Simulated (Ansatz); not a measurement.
Zone-centre phonons of NbN at 25 GPa: input and output

These are results of DFT PBEsol, scalar-relativistic, plane waves, PAW in Ansatz, not measurements.

Launched with:
```bash
ansatz run input.yaml --threads 1 --pin off --max-ram 3072MiB --backend cpu --events-out ev --progress --plain --runs-dir out
```

Input (bare energies are in eV):
```yaml
crystal:
  lattice:
    - [0.0, 2.1436969854, 2.1436969854]
    - [2.1436969854, 0.0, 2.1436969854]
    - [2.1436969854, 2.1436969854, 0.0]
  atoms:
    - { symbol: Nb, position: [0.5, 0.5, 0.5] }
    - { symbol: "N", position: [0.0, 0.0, 0.0] }
basis:
  ecutwfc: 420
kpoints:
  mp_grid: { grid: [16, 16, 16] }
hamiltonian:
  xc: pbesol
scf:
  occupations: { method: fermi_dirac, width: 0.15 }
output:
  eigenvalues: true
phonons:
  method: dfpt
  eigenvectors: true
```

Results section of the output:
```
--- Phonons (Γ-DFPT): 2 representative perturbations + reference, on 349 of 4096 k-points (Σ response iterations 6) ---
  k mesh reduced under 8 symmetry operations, with k and −k counted as one. Each operation leaves every solved perturbation unchanged. A smaller set is not used because it would not reduce the number of displacements ...
  ASR residual: 1.770e-3 → 0.000e0 eV/Å²; symmetrization residual: 1.220e-6 eV/Å²
  ASR residual per site (eV/Å²): 1.77e-3 2.21e-4
  Γ frequencies (cm⁻¹): 0.00 0.00 0.00 488.25 488.25 488.25
  non-analytic LO–TO correction: not included (Born effective charges unavailable; polar crystals: no LO–TO splitting at Γ)
```

The run took 12 s on 1 thread of AMD EPYC 9R45 96-Core Processor (Zen 5) (shared host), peak memory 0.61 GiB.

In a metal, frequencies and elastic constants depend on the k mesh and the smearing, soft modes and shear constants most. Other phases may be more stable at this pressure.